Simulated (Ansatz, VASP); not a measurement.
One calculation of MoS2, two programs

```
CELL_PARAMETERS angstrom
3.18413 0.00000 0.00000
-1.59206 2.75753 0.00000
0.00000 0.00000 17.33460
ATOMIC_POSITIONS crystal
Mo 0.00000 0.00000 0.00000
S 0.33333 0.66667 0.08949
S 0.33333 0.66667 0.91051
```

Alike in both runs: task single point; functional PBEsol; k mesh 6 × 6 × 1; occupations gaussian, width 0.1 eV; collinear spin.

```csv
,VASP,Ansatz
version,VASP 6.6.1,Ansatz 0.2.0
potentials or method,"VASP PAW PBE potentials, release 64 (Mo_sv, S)","scalar-relativistic, plane waves, PAW"
plane-wave cutoff (eV),520,420
valence electrons in the cell,26,26
```

Ansatz gave:

| Item | Value |
| --- | --- |
| gap on the k mesh at the Fermi level (eV) | 1.58 |
| least direct gap on the mesh (eV) | 1.66 |
| rms of the force components (eV/Å) | 0.068 |
| net moment per atom (μB) | 0.00 |

Which values does VASP return?

gap on the k mesh at the Fermi level (eV): 1.59; least direct gap on the mesh (eV): 1.66; rms of the force components (eV/Å): 0.066; net moment per atom (μB): 0.00.

Atom by atom the forces differ by 0.001 eV/Å (rms over components). Ansatz warned: «seeded_moment_not_kept».

Caveats: the PAW data sets were made with another functional, which shifts forces and pressure a little (VASP).
